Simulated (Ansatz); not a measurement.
BaTiO3:

```
CELL_PARAMETERS angstrom
-3.80268 -0.05658 -0.02182
-0.02191 -0.03168 -4.13033
-0.11316 -7.97351 -0.06307
ATOMIC_POSITIONS crystal
Ba 0.04486 0.90917 0.49511
Ba 0.00815 0.92181 0.02441
Ti 0.45719 0.52057 0.20539
Ti 0.50232 0.47064 0.76225
O 0.48144 0.03993 0.24039
O 0.45629 0.07298 0.69357
O 0.53803 0.54059 0.44980
O 0.52906 0.55800 0.03050
O 0.98202 0.45740 0.26038
O 0.00064 0.50892 0.83819
```

- Program: Ansatz 0.2.0
- Task: relaxation of cell and atoms
- Functional: r2SCAN
- Dispersion: rVV10
- Potentials or basis: Ansatz PAW
- Cutoff: 500 eV (not typed: the program's choice for these potentials)
- k mesh: 7 × 7 × 4
- Occupations: fermi-dirac, width 0.05 eV
- Spin: no spin polarisation

At the start: volume 12.52 Å³/atom.

Question: Where does the relaxation end?

Answer: It ends after 10 steps and the volume is 12.84 Å³/atom (+2.6 %); space group R3m (No. 160, to 0.05 Å).

The path:
| step | energy change (eV) | largest force (eV/Å) | volume (Å³) |
| --- | --- | --- | --- |
| 1 | 0.0000 | 27.2148 | 125.20 |
| 2 | -6.9992 | 10.7741 | 131.68 |
| 3 | -9.7421 | 3.2928 | 131.39 |
| 4 | -10.6383 | 1.3142 | 131.39 |
| 5 | -10.8416 | 0.1268 | 128.38 |
| 6 | -10.8494 | 0.0576 | 128.60 |
| 7 | -10.8506 | 0.0022 | 128.44 |
| 8 | -10.8520 | 0.0021 | 128.44 |
| 9 | -10.8520 | 0.0004 | 128.42 |
| 10 | -10.8520 | 0.0004 | 128.42 |

Final structure:
```
Ba Ti O
1.0
    -4.00442   -0.00510   -0.00501
    -0.00551   -0.00537   -4.00447
    -0.01072   -8.00822   -0.01019
Ba Ti O
2 2 6
Direct
  0.99408 0.99408 0.49705
  0.99408 0.99407 0.99705
  0.48191 0.48190 0.24098
  0.48191 0.48190 0.74098
  0.50540 0.01322 0.25269
  0.50540 0.01321 0.75269
  0.50541 0.50541 0.50658
  0.50541 0.50541 0.00658
  0.01321 0.50540 0.25269
  0.01321 0.50540 0.75269
```

Caveat: the plane-wave basis is chosen anew once the cell has moved, so the energies of steps on either side of that aren't comparable; the PAW data sets come from PBE, with cores solved anew for the run's functional, which leaves a small shift of forces and pressure.
